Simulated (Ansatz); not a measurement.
# WS2 (R3m): one cell, many starting occupations (series 2), part 2 of 2

Task: map the metastable states of WS2 (R3m) by varying the start. Cell and atoms stay fixed.

Ansatz 0.2.0; DFT r²SCAN+U (U = 2.5 eV, J = 0.5 eV on W d), plane waves, PAW, no spin–orbit coupling unless a run says so. The steps go on from the part before.

## (6) Random orbitals: drawn by pairs, first filling

The input, input.yaml:

```yaml
crystal:
  lattice:
    - [1.57900017, 0.91163617, 6.16332915]
    - [-1.57900017, 0.91163617, 6.16332915]
    - [0.0, -1.82327234, 6.16332915]
  atoms:
    - { symbol: W, position: [0.0, 0.0, 0.0], spin: 2.0 }
    - { symbol: S, position: [0.7503, 0.7503, 0.7503] }
    - { symbol: S, position: [0.581, 0.581, 0.581] }
basis:
  ecutwfc: 500
  ecutrho_ratio: 4
kpoints:
  mp_grid: { grid: [7, 7, 7] }
hamiltonian:
  xc: r2scan
  hubbard:
    sites:
      - { site: 0, l: d, u: 2.5, j: 0.5, starting_ns: [{ spin: up, occupation_matrix: s0up }, { spin: down, occupation_matrix: s0down }] }
    occupation_matrices:
      s0up:
        matrix:
          - [0.495, -0.475, 0.0, 0.0, 0.0]
          - [-0.475, 0.495, 0.0, 0.0, 0.0]
          - [0.0, 0.0, 0.02, 0.0, 0.0]
          - [0.0, 0.0, 0.0, 0.97, 0.0]
          - [0.0, 0.0, 0.0, 0.0, 0.02]
      s0down:
        matrix:
          - [0.02, 0.0, 0.0, 0.0, 0.0]
          - [0.0, 0.02, 0.0, 0.0, 0.0]
          - [0.0, 0.0, 0.02, 0.0, 0.0]
          - [0.0, 0.0, 0.0, 0.02, 0.0]
          - [0.0, 0.0, 0.0, 0.0, 0.02]
    ns_hold: { iters: 5 }
scf:
  occupations: { method: gaussian, width: 0.05 }
  lower_state_search: "off"
  max_iter: 150
output:
  forces: true
  stress: true
  eigenvalues: true
  populations: true
  hubbard: { sites: [{ site: 0, l: d }] }
magnetization:
  spin_polarized: true
```

The typed matrices put 0.97 on the chosen orbitals and 0.02 on the others, and are held for 5 cycles.

On the command line:

```
ansatz run input.yaml --threads 4 --pin off --max-ram 6144MiB --backend cpu --events-out ev --progress --plain --runs-dir out
```

Standard output:

```text
Warning: crystal.symmetry: narrowed to the stabiliser of the occupation matrices — unitary ops 6 → 1; lowered by the specified shell (site 0, l: d); largest admitted image defect 4.4e-16, smallest excluded 7.1e-1 — at a splitting's scale: the group the occupation matrices' own texture admits
Warning: RAYON_NUM_THREADS=4 ignored (pool sized by the plan → 4); use --threads N
basis.fft_grid_basis auto: the FFT boxes are laid along the combinations [[1, 0, -1], [0, 1, -1], [0, 0, 1]] of the cell's own vectors, 3.158, 3.158 and 6.427 Å long. The dense box has 24×24×48 points. Along the cell's own vectors, as sized, it would have 48×48×48, 4.00 times as many. Of the 6 symmetry operations that the crystal satisfies within crystal.symmetry.tolerance (time reversal apart; of a slab, those that keep its plane) the dense box along the cell's own vectors carries 6, and the one as laid loses 4 of those. basis.fft_grid_basis: typed keeps the cell's own vectors: state it where this run's energies or levels are differenced outside the engine with another run's, or held beside a run that keeps those vectors.
W: projections on atomic orbitals take those of the free atom [Kr 4d10 4f14] 5s2 5p6 5d4 6s2, of charge +0.00 (hamiltonian.pseudopotentials.projection_atoms); the dataset's partial waves leave at most 6.5e-5 of an orbital's norm unspanned inside its sphere
S: projections on atomic orbitals take those of the free atom [Ne] 3s2 3p4, of charge +0.00 (hamiltonian.pseudopotentials.projection_atoms); the dataset's partial waves leave at most 1.6e-7 of an orbital's norm unspanned inside its sphere
Engine: ansatz 0.2.0, aarch64-unknown-linux-gnu
Pseudopotentials: kind: paw
Pseudopotential: W, paw, valence charge 14, recommended cutoff 500 eV (meta_gga), W.paw.azcp
Pseudopotential: S, paw, valence charge 6, recommended cutoff 500 eV (meta_gga), S.paw.azcp
Functional definition: r2SCAN
  parameter k0 = 0.174
  parameter k1 = 0.065
  parameter a1 = 4.9479
  exchange = r2scan_x(k0 = k0, k1 = k1, a1 = a1)
  correlation = r2scan_c
Crystal: 3 atoms, lattice volume = 53.232 Å³
Basis set: ecut = 500 eV, 1349 PW (Γ), FFT grids on a1−a3, a2−a3, a3, exchange–correlation on 96×96×192 points (64 copies of the dense FFT grid, shifted against one another)
Bands: 18, of which v1, the nominal top of the filled ones, is band 13 counted from 1 (12 counted from 0)
Symmetry: 1 space group operations
k-points: 172 of 343 (time reversal used)
Non-local potential: W, projectors of the file, l = 0: 3, l = 1: 2, l = 2: 2, l = 3: 1
Non-local potential: S, projectors of the file, l = 0: 2, l = 1: 2, l = 2: 2
PAW form: soft (Blöchl's): semilocal exchange-correlation on the pseudo side does not see the compensation charge
PAW frozen core: W, regenerated for the run's functional (the file was generated under x = pbe(κ = 0.804, μ = 0.2195149727645171), c = pbe(β = 0.06672455060314922))
PAW frozen core: S, regenerated for the run's functional (the file was generated under x = pbe(κ = 0.804, μ = 0.2195149727645171), c = pbe(β = 0.06672455060314922))
PAW one-centre angular grid: W, 590 points (default); XC on 160 Gauss nodes
PAW one-centre angular grid: S, 302 points (default); XC on 160 Gauss nodes
Initial density: superposition of atomic densities (chi_scale 0.1, normalization cell)
Starting moments: Σ|m| = 2 μB on 1 of 3 sites
Initial wavefunctions: pseudopotential atomic-orbital guess
Functional: x = r2scan, c = r2scan; τ floored in thin density (d = 2e-4 eV/Å³)
SCF iter   1: F=—  HF=-12206.669480 eV  |F-HF|=—  |Δ(HF+E_count)|=         —  Δρ=6.40e-2 (↑6.40e-2 ↓4.53e-2)  dr2=1.59e0  dr2_τ=1.60e-1  dr2_m=1.16e0  M=0.023 μB ∫|m|=0.714 μB  β_m=0.30  ethr=3.10e-3  ⟨swp⟩=6.1  Hψ=36442  notcnv=0
preconditioner: auto → Kerker (q_TF=auto, 2.421 Å⁻¹)  [metal: Δε(μ)=0.049 eV  Ē_g=10.474 eV  σ=0.050 eV  W_gap=0.49  n_scr=16 (ndim 8)  ℏωp=21.6 eV  f_vac=0.001  D(μ)=0.17/eV (n_scr^D=0)]
spin=Collinear: Kerker preconditioning applied to the charge; magnetization (m = ρ↑ − ρ↓) channel mixes plain (no charge-response kernel on spin).
SCF iter   2: F=—  HF=-12206.849099 eV  |F-HF|=—  |Δ(HF+E_count)|=   1.80e-1  Δρ=4.40e-2 (↑4.40e-2 ↓3.41e-2)  dr2=6.97e-1  dr2_τ=1.33e-2  dr2_m=5.90e-1  M=0.012 μB ∫|m|=0.692 μB  β_m=0.30  ethr=3.10e-3  ⟨swp⟩=2.1  Hψ=10585  notcnv=0  defer=318  κ⁻¹=1.0e0(r=1)
SCF iter   3: F=—  HF=-12206.949109 eV  |F-HF|=—  |Δ(HF+E_count)|=   1.00e-1  Δρ=2.69e-2 (↑2.47e-2 ↓2.69e-2)  dr2=1.94e-1  dr2_τ=9.99e-3  dr2_m=2.94e-1  M=0.011 μB ∫|m|=0.681 μB  β_m=0.30  ethr=2.68e-3  ⟨swp⟩=2.4  Hψ=10306  notcnv=0  defer=318  κ⁻¹=5.5e-3(r=2)
SCF iter   4: F=—  HF=-12207.049664 eV  |F-HF|=—  |Δ(HF+E_count)|=   1.01e-1  Δρ=2.08e-2 (↑2.08e-2 ↓1.61e-2)  dr2=6.30e-2  dr2_τ=3.52e-3  dr2_m=1.58e-1  M=0.005 μB ∫|m|=0.634 μB  β_m=0.30  ethr=7.48e-4  ⟨swp⟩=2.3  Hψ=10146  notcnv=0  defer=314  κ⁻¹=2.8e-4(r=3)
SCF iter   5: F=—  HF=-12207.091979 eV  |F-HF|=—  |Δ(HF+E_count)|=   4.23e-2  Δρ=1.49e-2 (↑1.17e-2 ↓1.49e-2)  dr2=3.90e-2  dr2_τ=2.28e-3  dr2_m=8.12e-2  M=0.000 μB ∫|m|=0.624 μB  β_m=0.30  ethr=2.42e-4  ⟨swp⟩=2.7  Hψ=12818  notcnv=0  defer=316  κ⁻¹=1.5e-4(r=4)
SCF iter   6: F=—  HF=-12207.113585 eV  |F-HF|=—  |Δ(HF+E_count)|=   2.16e-2  Δρ=9.65e-3 (↑9.65e-3 ↓9.39e-3)  dr2=5.26e-4  dr2_τ=8.79e-4  dr2_m=4.41e-2  M=0.000 μB ∫|m|=0.600 μB  β_m=0.30  ethr=1.50e-4  ⟨swp⟩=2.2  Hψ=10402  notcnv=0  defer=316  κ⁻¹=2.3e-5(r=5)
Mixer restart at iter 6: flushing history
SCF iter   7: F=-12208.958290 eV  HF=-12208.024463 eV  |F-HF|=9.34e-1  |Δ(HF+E_count)|=         —  Δρ=8.96e-3 (↑6.34e-3 ↓8.96e-3)  dr2=2.15e-2  dr2_τ=7.88e-4  dr2_m=2.73e-2  M=0.000 μB ∫|m|=0.519 μB  β_m=0.30  ethr=2.02e-6  ⟨swp⟩=3.0  Hψ=15153  notcnv=0  defer=316
SCF iter   8: F=-12209.007773 eV  HF=-12208.516828 eV  |F-HF|=4.91e-1  |Δ(HF+E_count)|=   4.92e-1  Δρ=8.02e-3 (↑5.00e-3 ↓8.02e-3)  dr2=3.49e-2  dr2_τ=3.94e-4  dr2_m=1.83e-2  M=0.000 μB ∫|m|=0.446 μB  β_m=0.30  ethr=2.02e-6  ⟨swp⟩=2.5  Hψ=14559  notcnv=0  defer=316
Mixer restart at iter 8: flushing history
spin-set hold released at iteration 8 (site moments contracting): the magnetisation degrees of freedom join the quasi-Newton model from the next iteration; the mixer history was flushed
[... 12 lines left out ...]
SCF iter  19: F=-12209.138366 eV  HF=-12209.138366 eV  |F-HF|=1.34e-8  |Δ(HF+E_count)|=   7.41e-8  Δρ=5.74e-6 (↑5.74e-6 ↓3.53e-6)  dr2=9.45e-9  dr2_τ=2.99e-10  dr2_m=5.82e-9  M=0.000 μB ∫|m|=0.000 μB  β_m=0.30  ethr=6.20e-11  ⟨swp⟩=2.2  Hψ=21617  notcnv=0  κ⁻¹=8.5e-7(r=8)
iter 20 did not close the SCF: its close was put off for a magnetic moment that had not settled (scf_convergence_deferred on its scf_iter line)
SCF iter  20: F=-12209.138366 eV  HF=-12209.138366 eV  |F-HF|=3.65e-9  |Δ(HF+E_count)|=   2.85e-8  Δρ=1.61e-6 (↑1.61e-6 ↓1.47e-6)  dr2=1.17e-9  dr2_τ=2.55e-11  dr2_m=7.68e-10  M=0.000 μB ∫|m|=0.000 μB  β_m=0.30  ethr=3.63e-11  ⟨swp⟩=2.1  Hψ=20923  notcnv=0  κ⁻¹=2.0e-6(r=8)
iter 21 did not close the SCF: its close was put off for a magnetic moment that had not settled (scf_convergence_deferred on its scf_iter line)
SCF iter  21: F=-12209.138366 eV  HF=-12209.138366 eV  |F-HF|=6.78e-10  |Δ(HF+E_count)|=   5.78e-9  Δρ=9.36e-7 (↑6.58e-7 ↓9.36e-7)  dr2=5.90e-10  dr2_τ=1.10e-11  dr2_m=1.68e-10  M=0.000 μB ∫|m|=0.000 μB  β_m=0.30  ethr=4.51e-12  ⟨swp⟩=1.2  Hψ=18051  notcnv=0  κ⁻¹=1.0e-6(r=8)
iter 22 did not close the SCF: its close was put off for a magnetic moment that had not settled (scf_convergence_deferred on its scf_iter line)
SCF iter  22: F=-12209.138366 eV  HF=-12209.138366 eV  |F-HF|=2.44e-10  |Δ(HF+E_count)|=   1.03e-9  Δρ=4.03e-7 (↑4.03e-7 ↓3.95e-7)  dr2=1.15e-10  dr2_τ=1.96e-12  dr2_m=5.86e-11  M=0.000 μB ∫|m|=0.000 μB  β_m=0.30  ethr=2.27e-12  ⟨swp⟩=1.0  Hψ=17290  notcnv=0  κ⁻¹=3.6e-7(r=8)
iter 23 did not close the SCF: its close was put off for a magnetic moment that had not settled (scf_convergence_deferred on its scf_iter line)
SCF iter  23: F=-12209.138366 eV  HF=-12209.138366 eV  |F-HF|=1.00e-10  |Δ(HF+E_count)|=  2.86e-10  Δρ=3.53e-7 (↑3.53e-7 ↓2.55e-7)  dr2=5.38e-11  dr2_τ=8.57e-13  dr2_m=3.71e-11  M=0.000 μB ∫|m|=0.000 μB  β_m=0.30  ethr=1.00e-12  ⟨swp⟩=1.0  Hψ=17474  notcnv=0  κ⁻¹=1.0e-6(r=8)
SCF iter  24: F=-12209.138366 eV  HF=-12209.138366 eV  |F-HF|=7.28e-12  |Δ(HF+E_count)|=  2.31e-10  Δρ=1.33e-7 (↑1.33e-7 ↓1.18e-7)  dr2=1.32e-11  dr2_τ=2.03e-13  dr2_m=4.34e-12  M=0.000 μB ∫|m|=0.000 μB  ethr=1.00e-12  ⟨swp⟩=1.0  Hψ=17611  notcnv=0
WARN: the starting moments were not kept: the SCF closed with an absolute magnetisation of 4.8e-6 μB, where they sum to 2 μB in size (1 site). That is at most 0.1 of that sum. Measured as dr2_m measures the in/out step, that magnetisation stands 3.6e-12 eV from none, at or under the dr2_threshold of 1.0e-7 eV: it is no larger than a step whose dr2_m would equal this threshold. The system may hold no moment; this SCF shows only that its start led to no more than that. To try another start: raise the starting moments (crystal.atoms[].spin, magnetization.per_species, magnetization.initial_magnetization, or on a non-collinear deck that types none of these the spinor_matrix: blocks that start its atoms; where the total moment is fixed, keep their sum and leave initial_magnetization as it is; typed ones take the place of any that the run laid by itself, positive ones on a crystal's lanthanoids without a Hubbard term where scf.initial_density.shell_occupations: [] is typed) or, if the notice of its spin-set hold's release reads "site moments contracting" or "site moments show no strong build", lengthen the hold (scf.mixing.spin_hold: { on: { confirm: 4 } }; for m-r²SCAN on two components see the key's manual first). Each may lead to a state that holds a moment. A second SCF, from the converged charge density, with the starting moments and any scf.initial_density.shell_occupations laid on it anew, would have followed, and was not run: the deck does not ask for one (magnetization.retry_lost_moments is false, the default). To let it run, set magnetization.retry_lost_moments: true and run the deck again, where that key's refused combinations let it; where memory then withholds it, that run's warning says so.
WARN: hamiltonian.hubbard: on 2 of 2 specified blocks the occupation matrix of this SCF's result fails the test of the specified filling. At site 0 ↑ (sites count from 0 in the list of atoms of the cell that this SCF solves) the least filled combination of the orbitals specified full has occupation 0.504, and the fullest combination of the orbitals specified empty has occupation 0.506; the filling counts as kept where the first is at least 0.75 and exceeds the second by more than 0.25. The same holds at site 0 ↓. The state of this SCF's result may not hold the specified filling, though these bounds can also misjudge a state that does. This warning does not say which state is lower in energy, or whether the specified filling is a self-consistent state at all; see hamiltonian.hubbard.sites[].starting_ns, Limitations, and scf.initial_density.shell_occupations in the input reference
SCF 1 converged in 24 iterations: F = -12209.138366 eV  dr2 = 1.32e-11
this state was not tested for a lower state beside it, because the mixer in use, unlike msr1, does not test its closes by its own steps (another_mixer; see scf.mixing.algorithm and scf.lower_state_search)
SCF converged after 24 iterations
Magnetization: 0.0000 μB (13.0000 up, 13.0000 down)
Absolute magnetization: 0.0000 μB (∫|ρ↑−ρ↓|, with the PAW one-centre terms)
Spin contamination: 0.0000 ħ² per cell (⟨S²⟩ above its minimum at these occupations)
Per-site moments (μB) at R_I (Å): [(1.3934680058076596e-6, 0.9861779361436451), (-7.116563890586996e-7, 0.9861779361436451), (-7.510519699702492e-7, 0.9962793655867601)]
Free energy (F): -12209.138366 eV
Harris-Foulkes:  -12209.138366 eV  (|F-HF|=7.28e-12)
Internal energy: -12209.138366 eV  (E = F + TS)
E sigma→0 (E₀):  -12209.138366 eV
Fermi energy:    12.178219 eV
--- Per-component energies (eV) ---
  E_band       = -207.258977
  E_kinetic    = 667.755104
  E_local      = -1756.442228  (includes V_loc(G=0)·N_el)
  E_nonlocal   = 57.842402
  E_hartree    = 697.777208
  E_xc         = -433.818503
  E_vxc        = -450.617513  (∫ρ·V_xc dr)
  E_hubbard    = 2.477364  (on-site DFT+U / exact-exchange correction)
  E_vhub       = 0.030641  (the Hubbard potential's part of the band-sum identity)
  E_paw        = -9812.241956  (= ΣΔE_a)
  E_vpaw       = -143.627740  (= ΣTr[D̂ρ^β])
  E_aug_tail   = -0.000048  (compensation charges beyond the density's cutoff)
  E_vtau       = 22.245867  (kinetic-family band-sum trace: ∫τ·v_τ [+ j·A + Jᵃ·Aᵃ] dr)
  E_ewald      = -1631.680226
  E_core_change = -0.807482  (= ΣΔE_core)
  E_smearing   = -0.000000  (= −TS)
  E_closure    = 0.000000  (closes the sum)
  Σ components = -12209.138366   (vs F -12209.138366, Δ=0.00e0)
--- DFT+U+J on-site energies (Liechtenstein; fll double counting; per corrected site; eV) ---
  site 0 (l=d): U=2.5000  J=0.5000  Tr N=4.9241  E_int=24.830744  E_dc=22.353380  E_U=2.477364
--- Specified on-site occupations, and those of the state reported ---
  electrons in the specified blocks: 2.1000 specified, 4.9241 found
  site 0 (l=d) ↓: largest change of an orbital's occupation 0.5465; electrons 0.1000 specified, 2.4620 found; spectral distance 1.0615
  site 0 (l=d) ↑: largest change of an orbital's occupation 0.4885; electrons 2.0000 specified, 2.4620 found; spectral distance 0.9848
--- Forces (eV/Å), atoms counted from 1 ---
  atom   1  W     -0.00000002     0.00000107    -0.62347363
  atom   2  S     -0.00000002     0.00000635     0.26480589
  atom   3  S      0.00000004    -0.00000089     0.35866945
  max |Σ_I F_I| component: 6.53e-6 eV/Å
--- Stress (GPa, compression-positive) ---
        3.138576      -0.000000       0.000001
       -0.000000       3.138576       0.000001
        0.000001       0.000001       1.885991
  P = ⅓ Tr σ = 2.7210 GPa (27.210 kbar)
--- Band table (eV; the first three rows and the last of 344) ---
  k-point 0 ↑: bands = ["-64.9465", "-28.5912", "-28.4210", "-28.4210", "-4.7838", "-2.7061", "3.6170", "7.8774", "7.8774", "9.2422", "9.2422", "9.9260", "10.2989", "14.0136", "14.0136", "14.2965", "14.2965", "16.8385"]
  k-point 1 ↑: bands = ["-64.9425", "-28.5773", "-28.4955", "-28.4382", "-4.4272", "-2.5996", "4.0491", "7.0812", "8.1819", "8.2101", "8.7494", "9.9932", "10.3438", "13.4185", "13.9763", "14.1788", "14.6339", "18.1987"]
  k-point 2 ↑: bands = ["-64.9334", "-28.6596", "-28.5461", "-28.4767", "-3.5179", "-2.3344", "4.7593", "5.9331", "6.7576", "7.8861", "9.0138", "9.3826", "9.7169", "13.1692", "13.7217", "15.0098", "15.4135", "18.5911"]
  k-point 171 ↓: bands = ["-64.9263", "-28.7878", "-28.5210", "-28.5072", "-2.5662", "-2.1298", "4.1643", "5.5756", "6.1803", "7.3812", "8.7696", "9.5537", "9.7617", "13.9313", "14.1736", "15.4669", "15.7887", "16.6167"]
Occupation matrices written to <dir>
--- Löwdin populations: 3 sites ---
  site symbol       q [e]    m [muB]
     0      W     13.5117     0.0000
     1      S      6.1184    -0.0000
     2      S      6.1338    -0.0000
  spilling = 0.009081 (of n_electrons = 26.000000)
--- Occupation matrices: 1 shell (run DFT+U table (all-electron-ortho-atomic); ε = 1.46e-4) ---
  W0 d_5D: site group C3v (3m)
  W0 d_5D up     Tr n = 2.4620  λ = 0.442 0.442 0.506 0.506 0.567  [2× yz 0.50 E(1.00) | 2× x2-y2 0.50 E(1.00) | z2 1.00 A1(1.00)]
  W0 d_5D dn     Tr n = 2.4620  λ = 0.442 0.442 0.506 0.506 0.567  [2× xz 0.50 E(1.00) | 2× xy 0.50 E(1.00) | z2 1.00 A1(1.00)]
  specified occupation → W0 d_5D up: matrix, ‖Δ‖_F = 1.0433, Tr Δ = -0.4620, displaced = 1.1649, d_λ = 0.9848; orbital distance = 1.2248
  specified occupation → W0 d_5D dn: matrix, ‖Δ‖_F = 1.0615, Tr Δ = -2.3620, displaced = 1.1810, d_λ = 1.0615; orbital distance = 0.0000
  Tr n, λ and their labels are of the run-group-symmetrised matrices; stabiliser: 12 of 12 elements of G0×{1,Θ} (closed), max defect 3.0e-6 at τ = 3.1e-5
```

Wall time 59 s (4 threads of Arm Neoverse V1, shared host); peak memory 0.93 GiB.

End state: a gap on the mesh of 1.31 eV, pressure 2.7 GPa, no moment over 0.05 μB in any sphere, largest force component 0.62 eV/Å, 1 symmetry operation imposed. The program reports that the typed filling wasn't kept.

How the shells are filled (orbitals counted by the eigenvalues of the occupation matrices):

```csv
shell,channel,electrons,over 0.8,0.2 to 0.8,under 0.2
W 5d (atom 1),up,2.46,0,5,0
W 5d (atom 1),down,2.46,0,5,0
```

## (7) Results

What follows sums up all 2 parts.

Energies count from the lowest free state and have the smearing extrapolated to zero.

| start | energy (meV/atom) | gap (eV) | pressure (GPa) | largest moment (μB) | SCF cycles | time |
| --- | --- | --- | --- | --- | --- | --- |
| random orbitals: drawn by pairs, first filling | 0.0 | 1.31 | 2.7 | 0.00 | 24 | 59 s |
| from atoms, symmetry kept, no search (earlier series) | 0.0 | 1.31 | 2.7 | 0.00 | 20 | 17 s |
| random orbitals: single harmonics, first filling | 0.0 | 1.31 | 2.7 | 0.00 | 31 | 26 s |
| random orbitals: single harmonics, second filling | 0.0 | 1.31 | 2.7 | 0.00 | 24 | 36 s |
| random orbitals: fully mixed, one electron fewer | 0.0 | 1.31 | 2.7 | 0.00 | 31 | 87 s |
| random orbitals: fully mixed, first filling | 0.0 | 1.31 | 2.7 | 0.00 | 23 | 55 s |

The 6 free runs end within about 1 meV/atom of each other. The lowest state found need not be the ground state, and the geometry wasn't relaxed for any of them. Spin–orbit coupling is left out.
